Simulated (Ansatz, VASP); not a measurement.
# Sc2MnSe4 in two plane-wave programs, part 2 of 2

One calculation is typed for both programs; each brings its own data sets. How far apart do they land? The cell is taken from a series of runs on this material, whose earlier steps may have relaxed, scaled, displaced or heated it; both programs get it as it stands.

VASP 6.6.1 and Ansatz 0.2.0.

So far: The structure; Ansatz: relaxation of cell and atoms, r2SCAN.

### Step 3. VASP: relaxation of cell and atoms, r2SCAN

Level of this step: r2SCAN, spin-polarised from an antiferromagnetic start; plane waves and PAW (Sc_sv, Mn_pv, Se) (VASP).

The same cell, functional, mesh and smearing now go to VASP, with its own data sets.

Lines of VASP's logs that name or quote its potential files are left out, and so is its time.

The input, INCAR:

```
SYSTEM = Sc2MnSe4
PREC = Accurate
ENCUT = 550
EDIFF = 1E-07
NELM = 200
ISMEAR = 0
SIGMA = 0.02
LREAL = .FALSE.
ALGO = Normal
METAGGA = R2SCAN
LASPH = .TRUE.
NBANDS = 80
ISPIN = 2
MAGMOM = 0 0 0 0 4.31 -4.31 0.01 -0.01 -0.01 -0.01 0.01 0.01 0.01 -0.01
LMAXMIX = 4
LORBIT = 11
LWAVE = .FALSE.
LCHARG = .FALSE.
ISIF = 3
IBRION = 2
NSW = 80
EDIFFG = -0.005
GGA_COMPAT = .FALSE.
NELMIN = 4
LMIXTAU = .TRUE.
KPAR = 4
```

The input, POSCAR:

```
Sc2MnSe4
1.0
    0.0000000000      5.5634090000      5.5634090000
    5.5634090000      0.0000000000      5.5634090000
    5.5634090000      5.5634090000      0.0000000000
Sc Mn Se
4 2 8
Direct
    0.1249999775      0.1249999775      0.1249999775
    0.6250000674      0.1249999775      0.1249999775
    0.1249999775      0.6250000674      0.1249999775
    0.1249999775      0.1249999775      0.6250000674
    0.5000000000      0.5000000000      0.5000000000
    0.7500000449      0.7500000449      0.7500000449
    0.3686037643      0.8941887070      0.3686037643
    0.8813962806      0.8813962806      0.3558111582
    0.3558111582      0.8813962806      0.8813962806
    0.8813962806      0.8813962806      0.8813962806
    0.8941887070      0.3686037643      0.3686037643
    0.3686037643      0.3686037643      0.3686037643
    0.3686037643      0.3686037643      0.8941887070
    0.8813962806      0.3558111582      0.8813962806
```

The input, KPOINTS:

```
Automatic mesh
0
Gamma
4 4 4
0 0 0
```

Potentials, in the order of the species: Sc_sv, Mn_pv and Se (PBE family, release 64).

The run is started by

```sh
> mpirun -np 4 vasp_std
```

Numbers of over 12 decimals in the logs are rounded to 6 here.

What it wrote:

```text
[banner, memory and clock lines left out]
running    4 mpi-ranks, on    1 nodes
 distrk:  each k-point on    1 cores,    4 groups
 distr:  one band on    1 cores,    1 groups

 POSCAR found type information on POSCAR ScMnSe
 POSCAR found :  3 types and      14 ions
|                                                                             |
|               ----> ADVICE to this user running VASP <----                  |
|                                                                             |
|     You enforced a specific xc type in the INCAR file but a different       |
|     [... a line on the potential file left out ...]
|     I HOPE YOU KNOW WHAT YOU ARE DOING!                                     |
|                                                                             |

 LDA part: xc-table for (None), standard interpolation
 POSCAR, INCAR and KPOINTS ok, starting setup
 FFT: planning ... GRIDC
 FFT: planning ... GRID_SOFT
 FFT: planning ... GRID
 WAVECAR not read
 entering main loop
       N       E                     dE             d eps       ncg     rms          rms(c)
DAV:   1     0.170423814768E+04    0.17042E+04   -0.54592E+04  2744   0.151E+03
DAV:   2     0.290630194117E+02   -0.16752E+04   -0.16319E+04  2744   0.526E+02
DAV:   3    -0.225645485685E+03   -0.25471E+03   -0.24120E+03  4272   0.204E+02
DAV:   4    -0.245592957559E+03   -0.19947E+02   -0.19776E+02  4160   0.664E+01
DAV:   5    -0.246025455580E+03   -0.43250E+00   -0.43039E+00  4200   0.137E+01    0.237E+01
DAV:   6    -0.221981514576E+03    0.24044E+02   -0.63703E+01  3936   0.486E+01    0.198E+01
DAV:   7    -0.213186795401E+03    0.87947E+01   -0.94579E+00  3792   0.188E+01    0.116E+01
DAV:   8    -0.213084684752E+03    0.10211E+00   -0.13825E+00  3512   0.507E+00    0.555E+00
DAV:   9    -0.213147321983E+03   -0.62637E-01   -0.30408E-01  3744   0.314E+00    0.209E+00
DAV:  10    -0.213168646606E+03   -0.21325E-01   -0.84758E-02  3088   0.156E+00    0.543E-01
DAV:  11    -0.213173513038E+03   -0.48664E-02   -0.10031E-02  4040   0.544E-01    0.352E-01
DAV:  12    -0.213178559722E+03   -0.50467E-02   -0.44365E-03  3000   0.363E-01    0.216E-01
DAV:  13    -0.213178883099E+03   -0.32338E-03   -0.13727E-03  3712   0.215E-01    0.106E-01
DAV:  14    -0.213178911417E+03   -0.28318E-04   -0.11223E-03  2832   0.169E-01    0.425E-02
DAV:  15    -0.213179207070E+03   -0.29565E-03   -0.36663E-04  3336   0.951E-02    0.253E-02
DAV:  16    -0.213179269616E+03   -0.62545E-04   -0.81160E-05  3864   0.458E-02    0.178E-02
DAV:  17    -0.213179275664E+03   -0.60484E-05   -0.10469E-05  3304   0.186E-02    0.354E-03
DAV:  18    -0.213179287794E+03   -0.12130E-04   -0.22414E-06  3528   0.698E-03    0.293E-03
DAV:  19    -0.213179288125E+03   -0.33090E-06   -0.18338E-07  2672   0.275E-03    0.144E-03
DAV:  20    -0.213179287982E+03    0.14253E-06   -0.94335E-08  1936   0.238E-03    0.806E-04
DAV:  21    -0.213179288109E+03   -0.12698E-06   -0.57843E-08  1768   0.182E-03    0.297E-04
DAV:  22    -0.213179288038E+03    0.70795E-07   -0.26277E-08  1664   0.129E-03
   1 F= -.21317929E+03 E0= -.21317929E+03  d E =-.213179E+03  mag=     0.0000
 curvature:   0.00 expect dE= 0.000E+00 dE for cont linesearch  0.000E+00
 trial: gam= 0.00000 g(F)=  0.160E-04 g(S)=  0.232E-03 ort = 0.000E+00 (trialstep = 0.100E+01)
 search vector abs. value=  0.248E-03
 bond charge predicted
       N       E                     dE             d eps       ncg     rms          rms(c)
DAV:   1    -0.213181382724E+03   -0.20946E-02   -0.56143E-02  3088   0.165E+00    0.437E-01
DAV:   2    -0.213179604082E+03    0.17786E-02   -0.66502E-03  2856   0.806E-01    0.384E-01
DAV:   3    -0.213179453767E+03    0.15031E-03   -0.68822E-04  3784   0.117E-01    0.908E-02
DAV:   4    -0.213179296082E+03    0.15769E-03   -0.21170E-04  3792   0.925E-02    0.463E-02
DAV:   5    -0.213179297675E+03   -0.15933E-05   -0.13154E-04  3176   0.511E-02    0.308E-02
DAV:   6    -0.213179286719E+03    0.10957E-04   -0.10592E-05  3672   0.186E-02    0.170E-02
DAV:   7    -0.213179299898E+03   -0.13179E-04   -0.25125E-06  3672   0.913E-03    0.446E-03
DAV:   8    -0.213179295392E+03    0.45058E-05   -0.48032E-07  3064   0.409E-03    0.120E-03
DAV:   9    -0.213179296275E+03   -0.88330E-06   -0.11963E-07  1992   0.214E-03    0.945E-04
DAV:  10    -0.213179295911E+03    0.36377E-06   -0.40976E-08  1664   0.170E-03    0.629E-04
DAV:  11    -0.213179296107E+03   -0.19589E-06   -0.18924E-08  1640   0.977E-04    0.293E-04
DAV:  12    -0.213179296166E+03   -0.58410E-07   -0.78063E-09  1616   0.913E-04
   2 F= -.21317930E+03 E0= -.21317930E+03  d E =-.812738E-05  mag=     0.0000
 trial-energy change:   -0.000008  1 .order   -0.000053   -0.000248    0.000143
 step:   0.4649(harm=  0.6343)  dis= 0.00008  next Energy=  -213.179341 (dE=-0.532E-04)
 bond charge predicted
       N       E                     dE             d eps       ncg     rms          rms(c)
DAV:   1    -0.213179889905E+03   -0.59380E-03   -0.16062E-02  3080   0.884E-01    0.234E-01
DAV:   2    -0.213179242469E+03    0.64744E-03   -0.18934E-03  2816   0.430E-01    0.204E-01
DAV:   3    -0.213179371204E+03   -0.12874E-03   -0.19630E-04  3776   0.623E-02    0.485E-02
DAV:   4    -0.213179355668E+03    0.15537E-04   -0.60441E-05  3816   0.492E-02    0.248E-02
DAV:   5    -0.213179335199E+03    0.20468E-04   -0.37107E-05  3184   0.274E-02    0.164E-02
DAV:   6    -0.213179341451E+03   -0.62520E-05   -0.29834E-06  3664   0.100E-02    0.902E-03
DAV:   7    -0.213179334612E+03    0.68388E-05   -0.73453E-07  3592   0.494E-03    0.239E-03
DAV:   8    -0.213179337479E+03   -0.28661E-05   -0.12234E-07  1904   0.226E-03    0.720E-04
DAV:   9    -0.213179337041E+03    0.43749E-06   -0.37611E-08  1576   0.162E-03    0.473E-04
DAV:  10    -0.213179337089E+03   -0.47958E-07   -0.20511E-08  1568   0.107E-03
   3 F= -.21317934E+03 E0= -.21317934E+03  d E =-.490507E-04  mag=     0.0000
 curvature:  -0.25 expect dE=-0.423E-05 dE for cont linesearch -0.423E-05
 trial: gam=-0.19314 g(F)=  0.116E-05 g(S)=  0.158E-04 ort = 0.649E-04 (trialstep = 0.893E+00)
 search vector abs. value=  0.116E-05
 reached required accuracy - stopping structural energy minimisation
```

Parts of OUTCAR (step 3):

```text
ion  position               nearest neighbor table
   1  0.125  0.125  0.125-   8 2.71   9 2.71  14 2.71  11 2.71  13 2.71   7 2.71
   2  0.625  0.125  0.125-  10 2.71   8 2.71  14 2.71  12 2.71  13 2.71   7 2.71
   3  0.125  0.625  0.125-  10 2.71   9 2.71   8 2.71  12 2.71  11 2.71  13 2.71
   4  0.125  0.125  0.625-  10 2.71   9 2.71  14 2.71  12 2.71   7 2.71  11 2.71
   5  0.500  0.500  0.500-   7 2.53  11 2.53  13 2.53  12 2.53
   6  0.750  0.750  0.750-  10 2.53   9 2.53   8 2.53  14 2.53
   7  0.369  0.894  0.369-   5 2.53   1 2.71   4 2.71   2 2.71
   8  0.881  0.881  0.356-   6 2.53   1 2.71   3 2.71   2 2.71
   9  0.356  0.881  0.881-   6 2.53   1 2.71   4 2.71   3 2.71
  10  0.881  0.881  0.881-   6 2.53   3 2.71   2 2.71   4 2.71
  11  0.894  0.369  0.369-   5 2.53   1 2.71   4 2.71   3 2.71
  12  0.369  0.369  0.369-   5 2.53   3 2.71   4 2.71   2 2.71
  13  0.369  0.369  0.894-   5 2.53   1 2.71   3 2.71   2 2.71
  14  0.881  0.356  0.881-   6 2.53   1 2.71   4 2.71   2 2.71

  LATTYP: Found a face centered cubic cell.
 ALAT       =    11.1268180000

 Subroutine GETGRP returns: Found 48 space group operations
 (whereof 24 operations were pure point group operations)

The static configuration has the point symmetry T_d .
 The point group associated with its full space group is O_h .

 Found      8 irreducible k-points:

   k-points           NKPTS =      8   k-points in BZ     NKDIM =      8   number of bands    NBANDS=     80

   dimension x,y,z NGX =    60 NGY =   60 NGZ =   60
   dimension x,y,z NGXF=   120 NGYF=  120 NGZF=  120

   ENCUT  =  550.0 eV  40.42 Ry    6.36 a.u.  15.05 15.05 15.05*2*pi/ulx,y,z

   NELECT =     118.0000    total number of electrons

 k-points in reciprocal lattice and weights: Automatic mesh
   0.00000000  0.00000000  0.00000000       0.016
   0.25000000  0.00000000  0.00000000       0.125
   0.50000000  0.00000000  0.00000000       0.062
   0.25000000  0.25000000  0.00000000       0.094
   0.50000000  0.25000000  0.00000000       0.375
  -0.25000000  0.25000000  0.00000000       0.188
   0.50000000  0.50000000  0.00000000       0.047
  -0.25000000  0.50000000  0.25000000       0.094

 average (electrostatic) potential at core
       1 -52.7213       2 -52.7213       3 -52.7213       4 -52.7213       5 -77.0320
       6 -77.0319       7 -58.7661       8 -58.7661       9 -58.7661      10 -58.7661
      11 -58.7661      12 -58.7661      13 -58.7661      14 -58.7661

 E-fermi :   2.7303

 spin component 1
 k-point     1 :       0.0000    0.0000    0.0000
  band No.  band energies     occupation
    ...
     55       1.4331      1.00000
     56       1.4331      1.00000
     57       2.6320      1.00000
     58       2.6320      1.00000
     59       2.6320      1.00000
     60       3.9692      0.00000
     61       4.1538      0.00000
     62       4.1538      0.00000
     63       5.0229      0.00000
     64       5.0229      0.00000
    ...

 k-point     2 :       0.2500    0.0000    0.0000
  band No.  band energies     occupation
    ...
     55       1.5891      1.00000
     56       1.6177      1.00000
     57       1.8467      1.00000
     58       2.4948      1.00000
     59       2.4948      1.00000
     60       4.2981      0.00000
     61       4.4432      0.00000
     62       4.4432      0.00000
     63       4.9454      0.00000
     64       5.0380      0.00000
    ...

 k-point     3 :       0.5000    0.0000    0.0000
  band No.  band energies     occupation
    ...
     55       1.7551      1.00000
     56       1.8720      1.00000
     57       1.8720      1.00000
     58       2.2609      1.00000
     59       2.2609      1.00000
     60       4.6024      0.00000
     61       4.7258      0.00000
     62       4.7258      0.00000
     63       4.9595      0.00000
     64       5.0853      0.00000
    ...

 k-point     4 :       0.2500    0.2500    0.0000
  band No.  band energies     occupation
    ...
     55       1.5208      1.00000
     56       1.5208      1.00000
     57       1.8667      1.00000
     58       2.3413      1.00000
     59       2.3413      1.00000
     60       4.2251      0.00000
     61       4.5707      0.00000
     62       4.6732      0.00000
     63       4.8940      0.00000
     64       5.0693      0.00000
    ...

 k-point     5 :       0.5000    0.2500    0.0000
  band No.  band energies     occupation
    ...
     55       1.5031      1.00000
     56       1.5355      1.00000
     57       1.8036      1.00000
     58       1.9657      1.00000
     59       2.1227      1.00000
     60       4.5587      0.00000
     61       4.7611      0.00000
     62       4.9364      0.00000
     63       4.9569      0.00000
     64       5.1445      0.00000
    ...

 k-point     6 :      -0.2500    0.2500    0.0000
  band No.  band energies     occupation
    ...
     55       1.4207      1.00000
     56       1.5234      1.00000
     57       1.8147      1.00000
     58       1.9904      1.00000
     59       2.3142      1.00000
     60       4.5982      0.00000
     61       4.7209      0.00000
     62       4.7410      0.00000
     63       4.9966      0.00000
     64       5.0981      0.00000
    ...

  Total        0.0390970      0.0390970      0.0390970     -0.0000000     -0.0000000      0.0000000
  in kB        0.1817558      0.1817558      0.1817558     -0.0000000     -0.0000000      0.0000000
  external PRESSURE =       0.1817558 kB  Pullay stress =       0.0000000 kB

  energy-cutoff  :      550.00
  volume of cell :      344.64
      direct lattice vectors                 reciprocal lattice vectors
    -0.000000000  5.564743866  5.564743866    -0.089851395  0.089851395  0.089851395
     5.564743866  0.000000000  5.564743866     0.089851395 -0.089851395  0.089851395
     5.564743866  5.564743866 -0.000000000     0.089851395  0.089851395 -0.089851395

 POSITION                                       TOTAL-FORCE (eV/Angst)
 -----------------------------------------------------------------------------------
      1.39119      1.39119      1.39119        -0.000000     -0.000000      0.000000
      1.39119      4.17356      4.17356        -0.000000     -0.000000      0.000000
      4.17356      1.39119      4.17356        -0.000000     -0.000000      0.000000
      4.17356      4.17356      1.39119        -0.000000     -0.000000      0.000000
      5.56474      5.56474      5.56474        -0.000000     -0.000000      0.000000
      8.34712      8.34712      8.34712        -0.000000      0.000000      0.000000
      7.02703      4.10245      7.02703        -0.001003      0.001003     -0.001003
      6.88483      6.88483      9.80941         0.001003      0.001003     -0.001003
      9.80941      6.88483      6.88483        -0.001003      0.001003      0.001003
      9.80941      9.80941      9.80941        -0.001003     -0.001003     -0.001003
      4.10245      7.02703      7.02703         0.001003     -0.001003     -0.001003
      4.10245      4.10245      4.10245         0.001003      0.001003      0.001003
      7.02703      7.02703      4.10245        -0.001003     -0.001003      0.001003
      6.88483      9.80941      6.88483         0.001003     -0.001003      0.001003
 -----------------------------------------------------------------------------------
    total drift:                                0.002058      0.002058      0.002282

  FREE ENERGIE OF THE ION-ELECTRON SYSTEM (eV)
  ---------------------------------------------------
  free  energy   TOTEN  =      -213.1793370890 eV

  energy  without entropy=     -213.1793370890  energy(sigma->0) =     -213.17933709

 reached required accuracy - stopping structural energy minimisation

 total charge
# of ion       s       p       d       tot
------------------------------------------
    1        2.176   6.151   0.917   9.245
    2        2.176   6.151   0.917   9.245
    3        2.176   6.151   0.917   9.245
    4        2.176   6.151   0.917   9.245
    5        0.263   6.182   4.887  11.332
    6        0.263   6.182   4.887  11.332
    7        1.433   2.532   0.018   3.982
    8        1.433   2.532   0.018   3.982
    9        1.433   2.532   0.018   3.982
   10        1.433   2.532   0.018   3.982
   11        1.433   2.532   0.018   3.982
   12        1.433   2.532   0.018   3.982
   13        1.433   2.532   0.018   3.982
   14        1.433   2.532   0.018   3.982
--------------------------------------------------
tot         20.694  57.222  13.587  91.502

 magnetization (x)
# of ion       s       p       d       tot
------------------------------------------
    1        0.000   0.000   0.000   0.000
    2        0.000   0.000   0.000   0.000
    3        0.000   0.000   0.000   0.000
    4        0.000   0.000   0.000   0.000
    5        0.038   0.044   4.309   4.390
    6       -0.038  -0.044  -4.309  -4.390
    7        0.003   0.002   0.006   0.010
    8       -0.003  -0.002  -0.006  -0.010
    9       -0.003  -0.002  -0.006  -0.010
   10       -0.003  -0.002  -0.006  -0.010
   11        0.003   0.002   0.006   0.010
   12        0.003   0.002   0.006   0.010
   13        0.003   0.002   0.006   0.010
   14       -0.003  -0.002  -0.006  -0.010
--------------------------------------------------
tot          0.000   0.000   0.000   0.000

[... 5 further parts left out ...]
```

CONTCAR:

```
Sc2MnSe4
   1.00000000000000
    -0.0000000000000000    5.5647438660862738    5.5647438660862738
     5.5647438660862738    0.0000000000000000    5.5647438660862738
     5.5647438660862738    5.5647438660862738   -0.0000000000000000
  Sc              Mn              Se
     4     2     8
Direct
     0.1249999775000035    0.1249999775000035    0.1249999775000035
     0.6250000674000020    0.1249999775000035    0.1249999775000035
     0.1249999775000035    0.6250000674000020    0.1249999775000035
     0.1249999775000035    0.1249999775000035    0.6250000674000020
     0.5000000000000000    0.5000000000000000    0.5000000000000000
     0.7500000448999984    0.7500000448999984    0.7500000448999984
     0.3686112688763450    0.8941661932709561    0.3686112688763450
     0.8813887760236534    0.8813887760236534    0.3558336719290398
     0.3558336719290398    0.8813887760236534    0.8813887760236534
     0.8813887760236534    0.8813887760236534    0.8813887760236534
     0.8941661932709561    0.3686112688763450    0.3686112688763450
     0.3686112688763450    0.3686112688763450    0.3686112688763450
     0.3686112688763450    0.3686112688763450    0.8941661932709561
     0.8813887760236534    0.3558336719290398    0.8813887760236534
```

The magnetic state follows from one typed start and may not be the lowest.

### Step 4. Side by side

Known differences besides the potentials themselves: VASP starts from the moments at which Ansatz ended; VASP keeps PBE cores, Ansatz makes them for the functional; the data sets hold 202 valence electrons in Ansatz (on its default PAW (the set named soft_2) files) and 118 in VASP; the cutoff is 500 eV in Ansatz and 550 eV in VASP; site moments are counted in spheres of each program's own size. Total energies have different zeros and are not compared.

Both answers:

```csv
quantity,Ansatz,VASP,difference
volume (Å³),343.65,344.64,-0.29 %
"edge a after relaxation, in the typed setting (Å)",7.862,7.870,-0.10 %
moment on Mn6 (μB),-4.31,-4.39,+0.08
moment on Mn5 (μB),4.31,4.39,-0.08
```

### Step 5. What came out

| Property | Result |
| --- | --- |
| difference in volume (relaxation of cell and atoms, r2SCAN) | -0.29 % |

The difference in volume is -0.29 % (relaxation of cell and atoms, r2SCAN), within the 1.2 % picked in this series as the mark of a large difference, as far as the stopping tolerances let one tell. The data sets hold unlike numbers of valence electrons (202 in Ansatz and 118 in VASP), so part of the differences comes from the potentials. How closely two codes agree says nothing of how well the functional describes the real material.

[Lines on the potential files, build, host, timing and source positions are cut from VASP's logs without a mark.]

[Logs are printed without paths, hosts, clocks, repeated set-up lines and the standing remarks that a program may print on its own settings, such as how far it seeks lower states.]

[Hosts, paths, dates, database ids (printed as entryN), source tags and the programs' standing remarks are cut or masked in the printed files.]
